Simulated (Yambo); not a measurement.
# InP (F-43m) in Yambo: notebook

The runs below take InP through G0W0 quasiparticle levels, optical spectrum, with PBE.

Everything below comes from runs of Yambo 5.3.0. Logs are shortened: lines on timing, memory, paths and dates and some standing lists are left out, and cuts for length are marked.

## (1) The undisturbed crystal

The structure is cubic, space group F-43m (No. 216). Conventional cell: a = 5.861 Å, b = 5.861 Å, c = 5.861 Å, α = 90.00°, β = 90.00°, γ = 90.00°. In (site symmetry -43m) is surrounded by 4 P at 2.54 Å. Around P (site symmetry -43m) lie 4 In at 2.54 Å.

## (2) G0W0 quasiparticle levels, PBE (volume scaled by 0.92)

g0w08.in reads:

```
gw0
dyson
el_el_corr
rim_cut
HF_and_locXC
ppa
em1d
RandQpts= 1000000
RandGvec= 50 RL
EXXRLvcs= 70 Ry
VXCRLvcs= 70 Ry
UseNLCC
Chimod= "HARTREE"
% BndsRnXp
 1 | 109 |
%
NGsBlkXp= 5 Ry
% LongDrXp
 1 | 1 | 1 |
%
PPAPntXp= 27.21138 eV
% GbndRnge
 1 | 109 |
%
GTermKind= "none"
DysSolver= "n"
ExtendOut
% QPkrange
 1 | 1 | 9 | 10 |
%
```

scf.in reads:

```
&CONTROL
  calculation = 'scf'
  prefix = 'pwscf'
  outdir = './tmp'
  pseudo_dir = './pseudo'
/
&SYSTEM
  ibrav = 0
  nat = 2
  ntyp = 2
  ecutwfc = 70
  nbnd = 15
  occupations = 'smearing'
  smearing = 'fd'
  degauss = 0.00367493
  force_symmorphic = .true.
/
&ELECTRONS
  conv_thr = 4d-10
  electron_maxstep = 120
  mixing_beta = 0.5
/
ATOMIC_SPECIES
In   114.8180 In.upf
P     30.9738 P.upf
CELL_PARAMETERS angstrom
   0.0000000000    2.8501715552    2.8501715552
   2.8501715552    0.0000000000    2.8501715552
   2.8501715552    2.8501715552    0.0000000000
ATOMIC_POSITIONS crystal
In     0.0000000000    0.0000000000    0.0000000000
P      0.7500000000    0.7500000000    0.7500000000
K_POINTS automatic
5 5 5 0 0 0
```

nscf.in reads:

```
&CONTROL
  calculation = 'nscf'
  prefix = 'pwscf'
  outdir = './tmp'
  pseudo_dir = './pseudo'
/
&SYSTEM
  ibrav = 0
  nat = 2
  ntyp = 2
  ecutwfc = 70
  nbnd = 109
  occupations = 'fixed'
  force_symmorphic = .true.
/
&ELECTRONS
  conv_thr = 1d-08
  diago_full_acc = .true.
  diago_thr_init = 1d-06
/
ATOMIC_SPECIES
In   114.8180 In.upf
P     30.9738 P.upf
CELL_PARAMETERS angstrom
   0.0000000000    2.8501715552    2.8501715552
   2.8501715552    0.0000000000    2.8501715552
   2.8501715552    2.8501715552    0.0000000000
ATOMIC_POSITIONS crystal
In     0.0000000000    0.0000000000    0.0000000000
P      0.7500000000    0.7500000000    0.7500000000
K_POINTS automatic
5 5 5 0 0 0
```

Potentials or basis: PseudoDojo 0.4.1 SR PBE standard.

The run is started by

```console
$ OMP_NUM_THREADS=1 pw.x -in scf.in > scf.out
$ OMP_NUM_THREADS=1 pw.x -in nscf.in > nscf.out
$ cd tmp/pwscf.save; p2y; mv SAVE ../..; cd ../..
$ OMP_NUM_THREADS=1 yambo
$ mkdir -p g0w08; ln -s $PWD/g0w00/ndb.pp* g0w08/
$ mkdir -p g0w08; ln -s $PWD/g0w00/ndb.RIM g0w08/
$ OMP_NUM_THREADS=1 yambo -F g0w08.in -J g0w08 -C g0w08_out
```

Yambo's report:

```text
[... sections 02.01 to 02.04 as in the set-up run ...]

  [02.05] Energies & Occupations
  ==============================

  [X] === General ===
  [X] Electronic Temperature                        :  0.000000  0.000000 [eV K]
  [X] Bosonic    Temperature                        :  0.000000  0.000000 [eV K]
  [X] Finite Temperature mode                       : no
  [X] El. density                                   :  0.38871E+24 [cm-3]
  [X] Fermi Level                                   :  8.282530 [eV]

  [X] === Gaps and Widths ===
  [X] Conduction Band Min                           :  1.160776 [eV]
  [X] Valence Band Max                              :  0.000000 [eV]
  [X] Filled Bands                                  :   9
  [X] Empty Bands                                   :   10  109
  [X] Direct Gap                                    :  1.160776 [eV]
  [X] Direct Gap localized at k                     :  1
  [X] Indirect Gap                                  :  1.160776 [eV]
  [X] Indirect Gap between kpts                     :  1  1
  [X] Last valence band width                       :  2.552040 [eV]
  [X] 1st conduction band width                     :  2.738298 [eV]

 [03] Transferred momenta grid and indexing
 ==========================================

 IBZ Q-points                                      :  10
 BZ  Q-points                                      :  125

 K/Q-points units:
 rlu = crystal or reduced units; cc = cartesian coordinates; iku = interal k-units

 Q [ 1]         [rlu]:  0.000000  0.000000  0.000000
 Q [ 2]         [rlu]: -0.22582E-17 -0.22582E-17  0.20000
 Q [ 3]         [rlu]:  0.73729E-17  0.73729E-17  0.40000
 Q [ 4]         [rlu]:  0.18942E-17  0.20000      0.20000
 Q [ 5]         [rlu]: -0.27663E-18  0.20000      0.40000
 Q [ 6]         [rlu]:  0.67815E-17  0.20000     -0.40000
 Q [ 7]         [rlu]:  0.45163E-17  0.20000     -0.20000
 Q [ 8]         [rlu]:  0.37884E-17  0.40000      0.40000
 Q [ 9]         [rlu]:  0.17120E-17  0.40000      0.60000
 Q [10]         [rlu]:  0.200000  0.400000  0.600000

 [04] Coloumb potential Random Integration (RIM)
 ===============================================

 Summary of Coulomb integrals for non-metallic bands |Q|[au] RIM/Bare

 Q [1] 0.100000E-4 0.997530 * Q [2] 0.202055 1.070250
 Q [4] 0.233314 1.068537 * Q [7] 0.329955 1.029264
 Q [5] 0.386907 1.023645 * Q [3] 0.404111 1.021209
 Q [8] 0.466627 1.017560 * Q [6] 0.508495 1.014128
 Q [10] 0.521705 1.014601 * Q [9] 0.606166 1.011907

 [05] Dipoles
 ============

  [05.01] Setup: observables and procedures
  =========================================

  [WF-Oscillators/G space/Transverse up loader] Normalization (few states)  min/max  :  0.16134E-16   1.0000

  [WR./g0w08//ndb.dipoles]--------------------------------------------------------
   Brillouin Zone Q/K grids (IBZ/BZ)                :   10  125   10  125
   RL vectors                                       :   3839 [WF]
   Fragmentation                                    : yes
   Electronic Temperature                           :  0.000000 [K]
   Bosonic    Temperature                           :  0.000000 [K]
   DIP band range                                   :    1  109
   DIP band range limits                            :   9  10
   DIP e/h energy range                             : -1.000000 -1.000000 [eV]
   RL vectors in the sum                            :   3839
   [r,Vnl] included                                 : yes
   Bands ordered                                    : yes
   Direct v evaluation                              : no
   Approach used                                    : G-space v
   Dipoles computed                                 : R V P [G-space]
   Wavefunctions                                    : Perdew, Burke & Ernzerhof(X)+Perdew, Burke & Ernzerhof(C)

 [06] Dynamic Dielectric Matrix (PPA)
 ====================================

 [07] Local Exchange-Correlation + Non-Local Fock
 ================================================

 [VXC] Plane waves :  3143
 [EXS] Plane waves :  3143

 QP @ state[ 1 ] K range:  1  1
 QP @ state[ 1 ] b range:   9  10

 [xc] Functional : Perdew, Burke & Ernzerhof(X)+Perdew, Burke & Ernzerhof(C)
 [xc] LIBXC used to calculate xc functional
  PP Number of Atomic Species                      :  2
  NLCC RL compoments                               :  24693
  PP Number of Atomic Species                      :  2
  NLCC RL compoments                               :  24693
 [WR./g0w08//ndb.HF_and_locXC]---------------------------------------------------
  Brillouin Zone Q/K grids (IBZ/BZ)                :   10  125   10  125
  RL vectors                                       :   3839 [WF]
  Fragmentation                                    : no
  Electronic Temperature                           :  0.000000 [K]
  Bosonic    Temperature                           :  0.000000 [K]
  Green`s function   wavefunctions                 : Perdew, Burke & Ernzerhof(X)+Perdew, Burke & Ernzerhof(C)
  Total number of QP states                        :  2
  Exchange RL vectors                              :  3143
  Exchange summation bands                         :   9
  RIM RL components                                :   51
  RIM random points                                :  1000000

 [xc] E_xc :  -22.18141 [Ha]
      E_xc :  -44.36282 [Ry]

  Local XC kind (lXC) : Perdew, Burke & Ernzerhof(X)+Perdew, Burke & Ernzerhof(C)
  Non-Local XC kind (nlXC) : Hartree-Fock

  Corrections @ K [1] :  [eV]
 <9|nlXC|9> = -14.36616 -0.10095E-16 <9|lXC|9> = -13.42188  0.000000
 <10|nlXC|10> = -7.499148 -0.30694E-18 <10|lXC|10> = -11.67604  0.000000

 [08] Dyson equation: Newton solver
 ==================================

  [08.01] G0W0 (W PPA)
  ====================

  [  GW  ] Bands range     :    1  109
  [GW/PPA] G damping       :  0.100000 [eV]

  QP @ state[ 1 ] K range:  1  1
  QP @ state[ 1 ] b range:   9  10

   Current Q-pt index             :  1
   :: PP condition fails/total    :  0.376331
   :: Time ordering fails/rest    :  0.496774
   :: Mean rel dev of PP cond     :  0.376361
   Current Q-pt index             :  2
   :: PP condition fails/total    :  0.379172
   :: Time ordering fails/rest    :  0.497903
   :: Mean rel dev of PP cond     :  0.379233
   Current Q-pt index             :  3
   :: PP condition fails/total    :  0.363550
   :: Time ordering fails/rest    :  0.500186
   :: Mean rel dev of PP cond     :  0.363584
   Current Q-pt index             :   4
   :: PP condition fails/total    :  0.404260
   :: Time ordering fails/rest    :  0.500596
   :: Mean rel dev of PP cond     :  0.404294
   Current Q-pt index             :   5
   :: PP condition fails/total    :  0.370651
   :: Time ordering fails/rest    :  0.501316
   :: Mean rel dev of PP cond     :  0.370662
   Current Q-pt index             :   6
   :: PP condition fails/total    :  0.350296
   :: Time ordering fails/rest    :  0.499454
   :: Mean rel dev of PP cond     :  0.350297
   Current Q-pt index             :   7
   :: PP condition fails/total    :  0.381538
   :: Time ordering fails/rest    :  0.499426
   :: Mean rel dev of PP cond     :  0.381532
   Current Q-pt index             :   8
   :: PP condition fails/total    :  0.365444
   :: Time ordering fails/rest    :  0.500186
   :: Mean rel dev of PP cond     :  0.365463
   Current Q-pt index             :   9
   :: PP condition fails/total    :  0.346509
   :: Time ordering fails/rest    :  0.497284
   :: Mean rel dev of PP cond     :  0.346531
   Current Q-pt index             :  10
   :: PP condition fails/total    :  0.359290
   :: Time ordering fails/rest    :  0.498338
   :: Mean rel dev of PP cond     :  0.359286

  [08.02] QP properties and I/O
  =============================

  Legend (energies in eV)
  - B  : Band       - Eo  : bare energy
  - E  : QP energy  - Z   : Renormalization factor
  - So : Sc(Eo)     - S   : Sc(E)
  - dSp: Sc derivative precision

  - lXC: Local XC (Perdew, Burke & Ernzerhof(X)+Perdew, Burke & Ernzerhof(C))
  -nlXC: non-Local XC (Hartree-Fock)

  QP [eV] @ K [1] (iku):  0.000000  0.000000  0.000000
   B=9 Eo=  0.00 E=  0.14 E-Eo=  0.14 Re(Z)=0.79 Im(Z)=-0.132984E-2 nlXC= -14.3662 lXC= -13.4219 So=  1.12636
   B=10 Eo=  1.16 E=  1.53 E-Eo=  0.37 Re(Z)=0.80 Im(Z)=-0.128859E-2 nlXC= -7.49915 lXC= -11.6760 So= -3.71831

  [WR./g0w08//ndb.QP]-------------------------------------------------------------
   Lattice constants                                :  5.386044  5.386044  5.386044
   Coulomb cutoff potential                         : none
   Electronic Temperature                           :  0.000000 [K]
   Bosonic    Temperature                           :  0.000000 [K]
   Green`s function   energies                      : Perdew, Burke & Ernzerhof(X)+Perdew, Burke & Ernzerhof(C)
   wavefunctions                                    : Perdew, Burke & Ernzerhof(X)+Perdew, Burke & Ernzerhof(C)
   PPA    diel. fun.  energies                      : Perdew, Burke & Ernzerhof(X)+Perdew, Burke & Ernzerhof(C)
   wavefunctions                                    : Perdew, Burke & Ernzerhof(X)+Perdew, Burke & Ernzerhof(C)
   QP tot states                                    :  2
   GW solver                                        : Newton
   GW approximation                                 : PPA
   PPA imaginary Energy                             :  27.21138 ev
   RIM G`s                                          :   51
   RIM random pts                                   :  1000000
   dS/dw steps                                      :  2
   dS/dw step                                       :  0.100000 ev
   X G`s                                            :   65 used
   X G`s                                            :   65 disk
   X bands                                          :    1  109
   X poles                                          :  100.0000 o/o
   X e/h E range                                    : -1.000000 -1.000000 ev
   X Hxc Kernel                                     : HARTREE
   X BZ energy Double Grid                          : no
   X Optical Averaged directions                    : none
   Sc/G bands                                       :    1  109
   Sc/G damping                                     :  0.100000 ev
   Sc bands terminator                              : no
   Sx RL components                                 :  3143

   QP @ state[ 1 ] K range                          :  1  1
   QP @ state[ 1 ] b range                          :   9  10
   GF energies kind                                 : Perdew, Burke & Ernzerhof(X)+Perdew, Burke & Ernzerhof(C)
   GF WF`s kind                                     : Perdew, Burke & Ernzerhof(X)+Perdew, Burke & Ernzerhof(C)
   Xs energies kind                                 : Perdew, Burke & Ernzerhof(X)+Perdew, Burke & Ernzerhof(C)
   Xs WF`s kind                                     : Perdew, Burke & Ernzerhof(X)+Perdew, Burke & Ernzerhof(C)
```

What came out:

```
Band gap on the k mesh, mean-field level          : 1.16 eV, direct
Quasiparticle gap                                 : 1.38 eV
Least direct quasiparticle gap                    : 1.38 eV
Quasiparticle gap at Γ                            : 1.38 eV
Band gap of the same states before the correction : 1.16 eV
```

Quasiparticle terms (eV):
```tsv
k point	band	Kohn-Sham level	Vxc	Σx	Σc	Z	result
(0.000, 0.000, 0.000)	9	0.00	-13.42	-14.37	1.13	0.79	0.14
(0.000, 0.000, 0.000)	10	1.16	-11.68	-7.50	-3.72	0.80	1.53
```

Caveat: mesh, valence shells or block size may be too small for converged GW; the basis isn't converged for GW; a mesh with odd counts misses the zone's faces, so its gaps can be larger than the crystal's; the potentials hold a filled d shell without the s and p states of that shell, which can shift GW gaps by tenths of an eV, either way; this version prints the column dSc/dw multiplied by 27.2; Vxc holds the model core while the exchange holds valence states alone, which moves gaps by tenths of an eV; spin-orbit coupling is left out, which moves the levels of the heavy elements; an odd mesh through Γ misses points on the zone boundary, where band edges often lie.

(Continued in part 2 of 2.)
